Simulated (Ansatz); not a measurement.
This is a single-point calculation with the plane-wave code Ansatz on SiC built on the zincblende prototype; the level of theory is HSE06. The cell was relaxed with r2SCAN and then strained (uniaxial -2.0 % along x, other directions held), with the atoms relaxed again with r2SCAN; k points keep the names of the unstrained zone.

input.yaml:
```yaml
crystal:
  lattice:
    - [0.0, 2.178052345, 2.178052345]
    - [2.1344912981, 0.0, 2.178052345]
    - [2.1344912981, 2.178052345, 0.0]
  atoms:
    - { symbol: Si, position: [0.0, 0.0, 0.0] }
    - { symbol: C, position: [0.25, 0.25, 0.25] }
kpoints:
  mp_grid: { grid: [8, 8, 8] }
  band_path:
    path:
      - [0.0, 0.0, 0.0]
      - [-0.5, -0.5, 0.0]
      - [-0.375, -0.375, 0.25]
      - [-0.375, 0.0, 0.375]
      - [0.0, 0.0, 0.5]
      - [-0.5, -0.25, 0.25]
    npoints: 1
hamiltonian:
  xc: hse06
scf:
  occupations: { method: fixed }
  n_extra_bands: 4
output:
  forces: true
  stress: true
  eigenvalues: true
```

**Question.** What will the output look like, and what does it show?

**Answer.** What the program printed (shortened):
```
scf.n_extra_bands = 4 over 4 filled bands (N_el = 8.0): the run solves 8 bands
Functional definition: HSE06
Crystal: 2 atoms, lattice volume = 20.252 Å³
Basis set: ecut = 420 eV, 395 PW (Γ)
Symmetry: 8 space group operations
Space group: I-4m2 (ITA 119)
k-points: 59 of 512 (time reversal used)
Exchange kernel: α = 0.2500, screened, ω = 0.2079 Å⁻¹, Wigner–Seitz truncation, v(0) = 1046.7092 eV·Å³, q-mesh 8×8×8
preconditioner: auto → none  [insulator: Δε(μ)=1.961 eV  ℏωp=23.3 eV]
hybrid outer 1: dexx = +2.382e-3 eV, tail = 5.13e-6 eV
hybrid outer 2: dexx = +3.099e-8 eV, tail = 2.23e-8 eV, Δε = 1.32e-3 eV
Free energy (F): -887.783303 eV
Fermi energy:    9.232711 eV
--- Stress (GPa, compression-positive) ---
        7.206257       0.000000       0.000000
        0.000000       1.858506       0.000000
        0.000000       0.000000       1.858506
  P = ⅓ Tr σ = 3.6411 GPa (36.411 kbar)
```
Only the leading digits can be foreseen; the rest is this run's record.

The file bands.tsv (bands near the Fermi energy, numbered from 0, rounded):
```tsv
# k_distance	band_0	band_1	band_2	band_3	band_4	band_5	band_6	band_7
# fermi_ev = 9.232711
# [0, 0, 0] at k_distance = 0.000000
# [-0.5, -0.5, 0] at k_distance = 1.442386
# [-0.375, -0.375, 0.25] at k_distance = 1.957577
# [-0.375, 0, 0.375] at k_distance = 2.852912
# [0, 0, 0.5] at k_distance = 3.739219
# [-0.5, -0.25, 0.25] at k_distance = 4.759140
# levels_relative_to = fermi_ev
0.000	-17.246	-0.139	-0.139	0.000	7.687	8.636	8.689	8.689
1.442	-11.789	-8.786	-3.561	-3.534	2.188	5.485	15.774	16.462
1.958	-11.754	-8.155	-6.231	-2.885	4.113	9.242	13.548	14.356
2.853	-11.754	-8.155	-6.231	-2.885	4.113	9.242	13.548	14.356
3.739	-13.313	-9.561	-1.382	-1.122	6.705	8.314	8.694	11.576
4.759	-11.515	-7.843	-5.666	-5.242	6.482	11.319	11.367	11.374
```
In order the rows are Γ, X, U, K, L, W.

With HSE06 the valence top lies at Γ and the conduction bottom at X (0, -1/2, -1/2), 1.99 eV higher; the smallest vertical gap, at X, is 5.72 eV. Edges are sought over the mesh and the listed points. The mean pressure at these positions is +3.6 GPa, compression counted positive. (The program warns that its thresholds are loose for a hybrid's stress.)

Calculated for a static, non-magnetic cell.

The meshes of the hybrids are coarse, so their gaps aren't converged to the digits shown.
